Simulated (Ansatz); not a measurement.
Runs of Ansatz 0.2.0 on Ni. The structure is hexagonal, space group P6_3/mmc (No. 194). The conventional cell has a = 2.448 Å, b = 2.448 Å, c = 4.073 Å, α = 90.00°, β = 90.00°, γ = 120.00°. Ni (site symmetry -6m2) is surrounded by 12 Ni at 2.45 to 2.48 Å. This isn't the form of Ni at room conditions, which is fcc.

```tsv
spin	fixed moment (μB)	k mesh	gap on the mesh (eV)	pressure (GPa)	moment (μB)
collinear, program default start	0.0	10 × 10 × 6	-	-4.3	0.00
collinear, ferromagnetic start	4.0	10 × 10 × 6	-	25.1	4.00
collinear, ferromagnetic start	-	12 × 12 × 7	none	-3.0	1.30
non-collinear, random start	-	9 × 9 × 5	none	-3.6	1.09
collinear, ferromagnetic start	2.0	10 × 10 × 6	-	(a)	2.00
collinear, random start	-	12 × 12 × 7	none	-3.0	1.30
collinear, ferromagnetic start	0.5	10 × 10 × 6	-	-4.2	0.50
collinear, ferromagnetic start	3.0	10 × 10 × 6	-	(b)	3.00
```

Alike in all rows: task single point; level PBEsol; potentials or basis Ansatz PAW; cell as given; cutoff (eV) 420; smearing fermi-dirac 0.05 eV.

Task: Fill in the values left out.

Result: (a) 0.1; (b) 8.7.

Caveats: the PAW data sets come from PBE, with cores solved anew for the run's functional, which leaves a small shift of forces and pressure; the total moment is fixed, so each spin has its own Fermi level (some runs); the thresholds are loose for stress (some runs); the starting moments weren't kept (some runs).

A gap of «none» marks a metal or a gap under the smearing width.
